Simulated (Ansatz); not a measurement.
## BN: excitons and shallow donors from band masses and screening

Theory: DFT PBE, scalar-relativistic, plane waves, PAW (Ansatz 0.2.0).

Cutoff 420 eV; k points 12×12×12 on the computed 2-atom cell (Γ-centred); Gaussian smearing, width 0.02 eV; no spin polarisation.

Relaxed cell: F-43m, a = 3.625 Å, b = 3.625 Å, c = 3.625 Å, α = 90.00°, β = 90.00°, γ = 90.00°, 2 atoms in the primitive cell.

The calculation gives a Kohn–Sham gap of 4.46 eV, an electron mass of 0.387 mₑ and a hole mass of 0.522 mₑ (harmonic means over x, y, z and over the bands degenerate at each edge), and ε∞ = 4.72 (independent particles, mean of the diagonal). The masses depend on direction at the band edges, which the isotropic model averages.

Question: Estimate the binding energy and radius of a Wannier–Mott exciton and of a shallow donor, and say whether the hydrogenic model can hold.

Answer: The reduced mass is μ = mₙmₕ/(mₙ + mₕ) = 0.222 mₑ, with mₙ and mₕ the band masses. With E_b = 13.606 eV × μ/ε² and a = 0.529 Å × ε/μ (μ in mₑ) the exciton has E_b = 136 meV and a = 11.2 Å. For a donor μ is the electron mass: 237 meV and 6.5 Å. The exciton's radius is 4 times the shortest lattice vector (2.56 Å), so the continuum picture is reasonable. In a polar crystal the ions screen too, so a state bound more weakly than an optical phonon feels the larger static constant, which lowers the energy and widens the orbit. The other way, the small Kohn–Sham gap and the missing local fields make ε∞ too large and the masses tend to be too light, which underbinds. The edges lie at different points of the zone, so the exciton is indirect.